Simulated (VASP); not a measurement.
# SnTe (Fm-3m) in VASP: notebook

SnTe is run at these levels: PBE, r2SCAN; tasks: single point.

All numbers are computed with VASP 6.6.1; they aren't measurements. Logs are shortened: lines on timing, memory, paths and dates and some standing lists are left out, and cuts for length are marked.

**Experimental background.**

A printed reference work, textbook reports, for a bulk crystal of SnTe at 300 K: band gap 0.18 eV (direct).

The runs below are set against these values where they give the same quantity.

## (1) The cell of the first run

Symmetry: Fm-3m, No. 225, cubic system. Conventional cell: a = 6.350 Å, b = 6.350 Å, c = 6.350 Å, α = 90.00°, β = 90.00°, γ = 90.00°. Sn (site symmetry m-3m) has 6 Te at 3.17 Å within 4.2 Å. Within 4.2 Å of Te (site symmetry m-3m) lie 6 Sn at 3.17 Å.

## (2) Single point, PBE (32.00 Å³/atom)

Contents of INCAR:

```
PREC = Accurate
ENCUT = 500
EDIFF = 1E-6
ISMEAR = -1
SIGMA = 0.02
LREAL = False
LASPH = True
NELM = 120
ALGO = Normal
ISIF = 2
LWAVE = False
LCHARG = False
GGA = PE
NBANDS = 17
GGA_COMPAT = False
```

Contents of KPOINTS:

```
Automatic mesh
0
Gamma
  6 6 6
```

Contents of POSCAR:

```
SnTe
1.0
    0.0000000000      3.1747876662      3.1747876662
    3.1747876662      0.0000000000      3.1747876662
    3.1747876662      3.1747876662      0.0000000000
Sn Te
1 1
Direct
    0.0000000000      0.0000000000      0.0000000000
    0.5000000000      0.5000000000      0.5000000000
```

Potentials or basis: VASP PAW PBE potentials, release 64 (Sn_d, Te).

Run with:

```bash
$ cat potpaw_PBE.64/Sn_d/POTCAR potpaw_PBE.64/Te/POTCAR > POTCAR
$ mpirun -np 1 vasp_std > vasp.out
```

OUTCAR:

```text
PREC = Accurate
   ENCUT = 500
   EDIFF = 1E-6
   ISMEAR = -1
   LREAL = False
   LASPH = True
   NELM = 120
   ISIF = 2
   GGA = PE

 ion  position               nearest neighbor table
   1  0.000  0.000  0.000-   2 3.17   2 3.17   2 3.17   2 3.17   2 3.17   2 3.17
   2  0.500  0.500  0.500-   1 3.17   1 3.17   1 3.17   1 3.17   1 3.17   1 3.17

  LATTYP: Found a face centered cubic cell.
 ALAT       =     6.3495753324

  Lattice vectors:

 A1 = (   0.0000000000,   3.1747876662,   3.1747876662)
 A2 = (   3.1747876662,   0.0000000000,   3.1747876662)
 A3 = (   3.1747876662,   3.1747876662,   0.0000000000)

Analysis of symmetry for initial positions (statically):
=====================================================================
 Subroutine PRICEL returns:
 Original cell was already a primitive cell.

 Routine SETGRP: Setting up the symmetry group for a
 face centered cubic supercell.

 Subroutine GETGRP returns: Found 48 space group operations
 (whereof 48 operations were pure point group operations)
 out of a pool of 48 trial point group operations.

The static configuration has the point symmetry O_h .

Analysis of symmetry for dynamics (positions and initial velocities):
=====================================================================
 Subroutine PRICEL returns:
 Original cell was already a primitive cell.

 Routine SETGRP: Setting up the symmetry group for a
 face centered cubic supercell.

 Subroutine GETGRP returns: Found 48 space group operations
 (whereof 48 operations were pure point group operations)
 out of a pool of 48 trial point group operations.

The dynamic configuration has the point symmetry O_h .

 Subroutine INISYM returns: Found 48 space group operations
 (whereof 48 operations are pure point group operations),
 and found     1 'primitive' translations

----------------------------------------------------------------------------------------

                                     Primitive cell

  volume of cell :      63.9991

  direct lattice vectors                    reciprocal lattice vectors
     0.000000000  3.174787666  3.174787666    -0.157490847  0.157490847  0.157490847
     3.174787666  0.000000000  3.174787666     0.157490847 -0.157490847  0.157490847
     3.174787666  3.174787666  0.000000000     0.157490847  0.157490847 -0.157490847

  length of vectors
     4.489827775  4.489827775  4.489827775     0.272782149  0.272782149  0.272782149

  position of ions in fractional coordinates (direct lattice)
     0.000000000  0.000000000  0.000000000
     0.500000000  0.500000000  0.500000000

  ion indices of the primitive-cell ions
   primitive index   ion index
                 1           1
                 2           2

----------------------------------------------------------------------------------------

 KPOINTS: Automatic mesh

Automatic generation of k-mesh.
 Grid dimensions read from file:
 generate k-points for:    6    6    6

 Generating k-lattice:

  Cartesian coordinates                     Fractional coordinates (reciprocal lattice)
    -0.026248475  0.026248475  0.026248475     0.166666667  0.000000000  0.000000000
     0.026248475 -0.026248475  0.026248475     0.000000000  0.166666667  0.000000000
     0.026248475  0.026248475 -0.026248475     0.000000000  0.000000000  0.166666667

  Length of vectors
     0.045463692  0.045463692  0.045463692

  Shift w.r.t. Gamma in fractional coordinates (k-lattice)
     0.000000000  0.000000000  0.000000000

 Subroutine IBZKPT returns following result:
 ===========================================

 Found     16 irreducible k-points:

 Following reciprocal coordinates:
            Coordinates               Weight
  0.000000  0.000000  0.000000      1.000000
  0.166667  0.000000  0.000000      8.000000
  0.333333  0.000000  0.000000      8.000000
  0.500000  0.000000  0.000000      4.000000
  0.166667  0.166667  0.000000      6.000000
  0.333333  0.166667  0.000000     24.000000
[... 8 lines left out ...]
 -0.333333  0.333333  0.166667     24.000000
 -0.333333  0.500000  0.166667     12.000000
   k-points           NKPTS =     16   k-points in BZ     NKDIM =     16   number of bands    NBANDS=     17
   number of dos      NEDOS =    301   number of ions     NIONS =      2
   total plane-waves  NPLWV =  46656
   dimension x,y,z NGX =    36 NGY =   36 NGZ =   36
   dimension x,y,z NGXF=    72 NGYF=   72 NGZF=   72
   ions per type =               1   1
   NGX,Y,Z   is equivalent  to a cutoff of  13.33, 13.33, 13.33 a.u.
   NGXF,Y,Z  is equivalent  to a cutoff of  26.66, 26.66, 26.66 a.u.
 SYSTEM =  unknown system
   PREC   = accura    normal or accurate (medium, high low for compatibility)
   ISTART =      0    job   : 0-new  1-cont  2-samecut
   ICHARG =      2    charge: 1-file 2-atom 10-const
   ISPIN  =      1    spin polarized calculation?
   LNONCOLLINEAR =      F non collinear calculations
   LSORBIT =      F    spin-orbit coupling
   LASPH  =      T    aspherical Exc in radial PAW
   ENCUT  =  500.0 eV  36.75 Ry    6.06 a.u.   8.19  8.19  8.19*2*pi/ulx,y,z
   NELM   =    120;   NELMIN=  2; NELMDL= -5     # of ELM steps
   EDIFF  = 0.1E-05   stopping-criterion for ELM
   LREAL  =      F    real-space projection
   EDIFFG = 0.1E-04   stopping-criterion for IOM
   NSW    =      0    number of steps for IOM
   IBRION =     -1    ionic relax: 0-MD 1-quasi-New 2-CG
   NFREE  =      0    steps in history (QN), initial steepest desc. (CG)
   ISIF   =      2    stress and relaxation
   ISYM   =      2    0-nonsym 1-usesym 2-fastsym
   POTIM  = 0.5000    time-step for ionic-motion
   TEBEG  =    0.0;   TEEND  =   0.0 temperature during run
   PSTRESS=    0.0 pullay stress
   NELECT =      20.0000    total number of electrons
   NUPDOWN=      -1.0000    fix difference up-down
   EMIN   =  10.00;   EMAX   =-10.00  energy-range for DOS
   EFERMI =   0.00;   METHOD = LEGACY
   ISMEAR =    -1;   SIGMA  =   0.02  broadening in eV -4-tet -1-fermi 0-gaus
   EFERMI_NEDOS =   21; number of points for ismear=-14 and -15
   IALGO  =     38    algorithm
   IMIX   =      4    mixing-type and parameters
     AMIX     =   0.40;   BMIX     =  1.00
     AMIX_MAG =   1.60;   BMIX_MAG =  1.00
  volume/ion in A,a.u.               =      32.00       215.94
  Fermi-wavevector in a.u.,A,eV,Ry     =   1.110947  2.099386 16.792365  1.234204
  Thomas-Fermi vector in A             =   2.247505
   LORBIT       =      0    0 simple, 1 ext, 2 COOP (PROOUT), +10 PAW based schemes
   GGA     = PE    functional components
   LHFCALC =     F    Hartree Fock is set to
   AEXX    =    0.0000 exact exchange contribution
   IVDW    =     0    specifies the selected vdW correction
   LEPSILON=     F    determine dielectric tensor
   LRPA    =     F    only Hartree local field effects (RPA)
 non-spin polarized calculation
  energy-cutoff  :      500.00
  volume of cell :       64.00
 maximum number of plane-waves:      1660
 NGX is ok and might be reduce to    36
   NGX = 17   NGY = 17   NGZ = 17

 number of electron      20.0000001 magnetization

 Free energy of the ion-electron system (eV)
  ---------------------------------------------------
  ext. energy  EPLUGINS =         0.00000000
  ---------------------------------------------------
  free energy    TOTEN  =        -7.55775886 eV

  energy without entropy =       -7.55682687  energy(sigma->0) =       -7.55729287

 E-fermi :   6.7128     XC(G=0):  -9.3967

 val. band max:        6.6980003851   @ k =   0.5000   0.0000   0.0000
 cond. band min:       6.7276059280   @ k =   0.5000   0.0000   0.0000
 fundamental gap:      0.0296055429
 Fermi energy:         6.7128031552

 k-point     1 :       0.0000    0.0000    0.0000
  band No.  band energies     occupation
      1     -15.2303      2.00000
      2     -15.2303      2.00000
      3     -15.2255      2.00000
      4     -15.2255      2.00000
      5     -15.2255      2.00000
      6      -5.9650      2.00000
[... 9 lines left out ...]
     16      11.4647      0.00000
     17      13.5118      0.00000

 k-point     2 :       0.1667    0.0000    0.0000
  band No.  band energies     occupation
      1     -15.2313      2.00000
      2     -15.2313      2.00000
      3     -15.2251      2.00000
      4     -15.2241      2.00000
      5     -15.2241      2.00000
      6      -5.7418      2.00000
[... 9 lines left out ...]
     16      12.0124      0.00000
     17      15.0299      0.00000

 k-point     3 :       0.3333    0.0000    0.0000
  band No.  band energies     occupation
      1     -15.2337      2.00000
      2     -15.2337      2.00000
      3     -15.2244      2.00000
      4     -15.2208      2.00000
      5     -15.2208      2.00000
      6      -5.1641      2.00000
[... 9 lines left out ...]
     16      13.5089      0.00000
     17      17.2313      0.00000

 k-point     4 :       0.5000    0.0000    0.0000
  band No.  band energies     occupation
      1     -15.2350      2.00000
      2     -15.2350      2.00000
      3     -15.2240      2.00000
      4     -15.2191      2.00000
      5     -15.2191      2.00000
      6      -4.7405      2.00000
[... 9 lines left out ...]
     16      15.4928      0.00000
     17      15.4928      0.00000

 k-point     5 :       0.1667    0.1667    0.0000
  band No.  band energies     occupation
      1     -15.2337      2.00000
      2     -15.2293      2.00000
      3     -15.2263      2.00000
      4     -15.2231      2.00000
      5     -15.2231      2.00000
      6      -5.6691      2.00000
[... 9 lines left out ...]
     16      12.8621      0.00000
     17      13.8263      0.00000

 k-point     6 :       0.3333    0.1667    0.0000
  band No.  band energies     occupation
      1     -15.2366      2.00000
      2     -15.2301      2.00000
      3     -15.2259      2.00000
      4     -15.2210      2.00000
      5     -15.2201      2.00000
      6      -5.2109      2.00000
[... 9 lines left out ...]
     16      14.3376      0.00000
     17      15.6641      0.00000

 k-point     7 :       0.5000    0.1667    0.0000
  band No.  band energies     occupation
      1     -15.2373      2.00000
      2     -15.2325      2.00000
      3     -15.2238      2.00000
      4     -15.2200      2.00000
      5     -15.2185      2.00000
      6      -4.6849      2.00000
[... 9 lines left out ...]
     16      15.5860      0.00000
     17      16.0685      0.00000

 k-point     8 :      -0.3333    0.1667    0.0000
  band No.  band energies     occupation
      1     -15.2351      2.00000
      2     -15.2339      2.00000
      3     -15.2232      2.00000
      4     -15.2202      2.00000
      5     -15.2201      2.00000
      6      -4.8244      2.00000
[... 9 lines left out ...]
     16      14.7654      0.00000
     17      16.4615      0.00000

 k-point     9 :      -0.1667    0.1667    0.0000
  band No.  band energies     occupation
      1     -15.2332      2.00000
      2     -15.2321      2.00000
      3     -15.2246      2.00000
      4     -15.2229      2.00000
      5     -15.2214      2.00000
      6      -5.3973      2.00000
[... 9 lines left out ...]
     16      14.0979      0.00000
     17      14.4642      0.00000

 k-point    10 :       0.3333    0.3333    0.0000
  band No.  band energies     occupation
      1     -15.2414      2.00000
      2     -15.2280      2.00000
      3     -15.2271      2.00000
      4     -15.2183      2.00000
      5     -15.2183      2.00000
      6      -4.9359      2.00000
[... 9 lines left out ...]
     16      15.5744      0.00000
     17      15.8827      0.00000

 k-point    11 :       0.5000    0.3333    0.0000
  band No.  band energies     occupation
      1     -15.2427      2.00000
      2     -15.2281      2.00000
      3     -15.2271      2.00000
      4     -15.2175      2.00000
      5     -15.2168      2.00000
      6      -4.5458      2.00000
[... 9 lines left out ...]
     16      16.1746      0.00000
     17      16.6981      0.00000

 k-point    12 :      -0.3333    0.3333    0.0000
  band No.  band energies     occupation
      1     -15.2394      2.00000
      2     -15.2311      2.00000
      3     -15.2234      2.00000
      4     -15.2197      2.00000
      5     -15.2180      2.00000
      6      -4.4756      2.00000
[... 9 lines left out ...]
     16      14.3301      0.00000
     17      16.5528      0.00000

 k-point    13 :       0.5000    0.5000    0.0000
  band No.  band energies     occupation
      1     -15.2457      2.00000
      2     -15.2289      2.00000
      3     -15.2261      2.00000
      4     -15.2157      2.00000
      5     -15.2157      2.00000
      6      -4.4600      2.00000
[... 9 lines left out ...]
     16      17.1806      0.00000
     17      17.6434      0.00000

 k-point    14 :       0.5000    0.3333    0.1667
  band No.  band energies     occupation
      1     -15.2389      2.00000
      2     -15.2304      2.00000
      3     -15.2252      2.00000
      4     -15.2196      2.00000
      5     -15.2184      2.00000
      6      -4.7618      2.00000
[... 9 lines left out ...]
     16      15.0241      0.00000
     17      15.6437      0.00000

 k-point    15 :      -0.3333    0.3333    0.1667
  band No.  band energies     occupation
      1     -15.2392      2.00000
      2     -15.2314      2.00000
      3     -15.2225      2.00000
      4     -15.2217      2.00000
      5     -15.2170      2.00000
      6      -4.4753      2.00000
[... 9 lines left out ...]
     16      16.5006      0.00000
     17      16.6044      0.00000

 k-point    16 :      -0.3333    0.5000    0.1667
  band No.  band energies     occupation
      1     -15.2423      2.00000
      2     -15.2290      2.00000
      3     -15.2257      2.00000
      4     -15.2191      2.00000
      5     -15.2157      2.00000
      6      -4.3975      2.00000
[... 9 lines left out ...]
     16      16.6578      0.00000
     17      17.8574      0.00000

------------------------ aborting loop because EDIFF is reached ----------------------------------------

  FORCE on cell =-STRESS in cart. coord.  units (eV):
  Direction    XX          YY          ZZ          XY          YZ          ZX
  --------------------------------------------------------------------------------------
  -------------------------------------------------------------------------------------
  Total        0.4452849      0.4452849      0.4452849      0.0000000      0.0000000      0.0000000
  in kB       11.1474233     11.1474233     11.1474233      0.0000000      0.0000000      0.0000000
  external PRESSURE =      11.1474233 kB  Pullay stress =       0.0000000 kB

 VOLUME and BASIS-vectors are now :
 -----------------------------------------------------------------------------
  energy-cutoff  :      500.00
  volume of cell :       64.00
      direct lattice vectors                 reciprocal lattice vectors
     0.000000000  3.174787666  3.174787666    -0.157490847  0.157490847  0.157490847
     3.174787666  0.000000000  3.174787666     0.157490847 -0.157490847  0.157490847
     3.174787666  3.174787666  0.000000000     0.157490847  0.157490847 -0.157490847

 POSITION                                       TOTAL-FORCE (eV/Angst)
 -----------------------------------------------------------------------------------
      0.00000      0.00000      0.00000         0.000000     -0.000000      0.000000
      3.17479      3.17479      3.17479        -0.000000      0.000000     -0.000000
 -----------------------------------------------------------------------------------
    total drift:                               -0.000000      0.000000      0.000000

  FREE ENERGIE OF THE ION-ELECTRON SYSTEM (eV)
  ---------------------------------------------------
  free  energy   TOTEN  =        -7.5577588604 eV

  energy  without entropy=       -7.5568268737  energy(sigma->0) =       -7.55729287
```

Wall time 8 s (1 thread of Intel Xeon 6975P-C (Granite Rapids), shared host); peak memory 0.2 GiB.

What came out:

```
Free energy            : -7.5578 eV
Pressure               : 1.1 GPa
Band gap on the k mesh : 0.03 eV
```

Caveat: spin-orbit coupling is left out, which moves the levels of the heavy elements.

## (3) Single point, PBE

This run uses another cell than the first one, of 32.99 Å³/atom.

Contents of INCAR:

```
SYSTEM = SnTe
PREC = Accurate
ENCUT = 500
EDIFF = 1E-6
ISMEAR = -1
SIGMA = 0.02
LREAL = .False.
LASPH = .True.
NELM = 120
ALGO = Normal
ISIF = 2
LWAVE = .False.
LCHARG = .False.
GGA = PE
NBANDS = 17
GGA_COMPAT = .False.
```

Contents of KPOINTS:

```
regular mesh
0
Gamma
  6 6 6
  0 0 0
```

Contents of POSCAR:

```
SnTe
1.0
    0.0000000000      3.2071856963      3.2071856963
    3.2071856963      0.0000000000      3.2071856963
    3.2071856963      3.2071856963      0.0000000000
Sn Te
1 1
Direct
    0.0000000000      0.0000000000      0.0000000000
    0.5000000000      0.5000000000      0.5000000000
```

Potentials or basis: VASP PAW PBE potentials, release 64 (Sn_d, Te).

Run with:

```bash
$ cat potpaw_PBE.64/Sn_d/POTCAR potpaw_PBE.64/Te/POTCAR > POTCAR
$ mpirun -np 1 vasp_std > vasp.out
```

It took 8.6 s on 1 thread of Intel Xeon 6975P-C (Granite Rapids), shared host; peak memory 0.2 GiB.

It converged, with:

- Free energy: -7.5648 eV
- Pressure: -0.1 GPa
- Band gap on the k mesh: 0.06 eV

Levels at points of the mesh, in eV from the valence-band top:
| k point | band 6 | band 7 | band 8 | band 9 | band 10 | band 11 | band 12 | band 13 | band 14 | band 15 |
| --- | --- | --- | --- | --- | --- | --- | --- | --- | --- | --- |
| (0.00, 0.00, 0.00) | -12.41 | -4.87 | -1.99 | -1.99 | -1.99 | 3.25 | 3.25 | 3.25 | 4.86 | 4.86 |
| (0.50, 0.00, 0.00) | -11.26 | -8.05 | -1.67 | -1.67 | 0.00 | 0.06 | 0.46 | 0.46 | 7.67 | 8.59 |
| (0.50, 0.50, 0.00) | -11.00 | -6.42 | -5.19 | -3.48 | -3.48 | 2.39 | 4.68 | 4.68 | 6.01 | 8.87 |

Caveat: spin-orbit coupling is left out, which moves the levels of the heavy elements.

## (4) Single point, PBE (33.98 Å³/atom)

This run uses another cell than the first one, of 33.98 Å³/atom.

Contents of INCAR:

```
SYSTEM = SnTe
ALGO = Normal ; EDIFF = 1E-6
ENCUT = 500 ; GGA = PE
GGA_COMPAT = .False. ; ISIF = 2
ISMEAR = -1 ; LASPH = .True.
LCHARG = .True. ; LELF = .True.
LREAL = .False. ; LVHAR = .True.
LWAVE = .False. ; NBANDS = 17
NELM = 120 ; PREC = Accurate
SIGMA = 0.02
```

Contents of KPOINTS:

```
k-points
0
Gamma
  6 6 6
  0 0 0
```

Contents of POSCAR:

```
SnTe
1.0
    0.0000000000      3.2389420754      3.2389420754
    3.2389420754      0.0000000000      3.2389420754
    3.2389420754      3.2389420754      0.0000000000
Sn Te
1 1
Direct
    0.0000000000      0.0000000000      0.0000000000
    0.5000000000      0.5000000000      0.5000000000
```

Run with:

```bash
$ cat potpaw_PBE.64/Sn_d/POTCAR potpaw_PBE.64/Te/POTCAR > POTCAR
$ mpirun -np 1 vasp_std > vasp.out
```

Run time: 8.8 s. Hardware: 1 thread of Intel Xeon 6975P-C (Granite Rapids), shared host; peak memory 0.2 GiB.

The run converged. Its results:

- Free energy: -7.5575 eV
- Pressure: -1.2 GPa
- Band gap on the k mesh: 0.14 eV

Levels at points of the mesh, in eV from the valence-band top:
| k point | band 8 | band 9 | band 10 | band 11 | band 12 | band 13 |
| --- | --- | --- | --- | --- | --- | --- |
| (0.00, 0.00, 0.00) | -1.85 | -1.85 | -1.85 | 3.24 | 3.24 | 3.24 |
| (0.50, 0.00, 0.00) | -1.53 | -1.53 | 0.00 | 0.14 | 0.56 | 0.56 |
| (0.50, 0.50, 0.00) | -4.93 | -3.28 | -3.28 | 2.57 | 4.60 | 4.60 |

Caveat: spin-orbit coupling is left out, which moves the levels of the heavy elements. A k mesh can miss the band edges.

[end of part 1 of 2]
